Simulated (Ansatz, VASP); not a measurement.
# SrO, level by level in two programs

```
CELL_PARAMETERS angstrom
0.00000 2.54908 2.54908
2.54908 0.00000 2.54908
2.54908 2.54908 0.00000
ATOMIC_POSITIONS crystal
Sr 0.50000 0.50000 0.50000
O 0.00000 0.00000 0.00000
```

Single points on this cell with VASP 6.6.1 and Ansatz 0.2.0. Each row is one pair of runs. Alike in all rows: k mesh: 9 × 9 × 9; smearing: fermi-dirac, width 0.05 eV.

| level | spin | VASP's potentials, cutoff | Ansatz's potentials, cutoff | gap on the k mesh at the Fermi level (eV), VASP | gap on the k mesh at the Fermi level (eV), Ansatz | least direct gap on the mesh (eV), VASP | least direct gap on the mesh (eV), Ansatz | pressure (GPa), VASP | pressure (GPa), Ansatz |
| --- | --- | --- | --- | --- | --- | --- | --- | --- | --- |
| RPBE | off | VASP PAW PBE potentials, release 64 (Sr_sv, O), 520 eV | Ansatz PAW, 420 eV | 3.42 | 3.48 | 3.50 | 3.54 | 9.2 | 8.6 |
| revPBE+D3(BJ) | off | VASP PAW PBE potentials, release 64 (Sr_sv, O), 520 eV | Ansatz PAW, 420 eV | 3.39 | 3.45 | 3.47 | 3.51 | 3.8 | 3.1 |
| BLYP+D4 | off | VASP PAW PBE potentials, release 64 (Sr_sv, O), 520 eV | Ansatz PAW, 420 eV | 3.44 | 3.50 | 3.51 | 3.56 | 5.7 | 5.0 |
| LDA | off | VASP PAW LDA potentials, release 64 (Sr_sv, O), 520 eV | JTH PAW LDA, 1380 eV | 3.14 | 3.20 | 3.21 | 3.26 | -1.2 | -2.1 |
| PBE | non-collinear, zero start, SOC | VASP PAW PBE potentials, release 64 (Sr_sv, O), 520 eV | Ansatz PAW, 420 eV | 3.29 | 3.34 | 3.35 | 3.39 | 6.1 | 5.4 |
| r2SCAN+rVV10 | off | VASP PAW PBE potentials, release 64 (Sr_sv, O), 520 eV | Ansatz PAW, 500 eV | 3.74 | 3.80 | 3.82 | 3.86 | 3.3 | 2.5 |

Gap on the k mesh at the fermi level (eV): the two programs differ by at most 0.061; least direct gap on the mesh (eV): the two programs differ by at most 0.051; pressure (GPa): the two programs differ by at most 0.91.

Caveats: the PAW data sets were made with another functional, which shifts forces and pressure a little (VASP); an odd mesh through Γ misses points on the zone boundary, where band edges often lie (VASP); odd divisions of the mesh miss points on the zone boundary, where band edges often lie, so the gap on the mesh can be too wide (Ansatz); the pressure holds a Pulay correction of +0.3 GPa for the finite cutoff (Ansatz); the PAW data sets come from PBE, with cores solved anew for the run's functional, which leaves a small shift of forces and pressure (Ansatz); the pressure holds a Pulay correction of +0.5 GPa for the finite cutoff (Ansatz); the pressure holds a Pulay correction of +0.4 GPa for the finite cutoff (Ansatz).
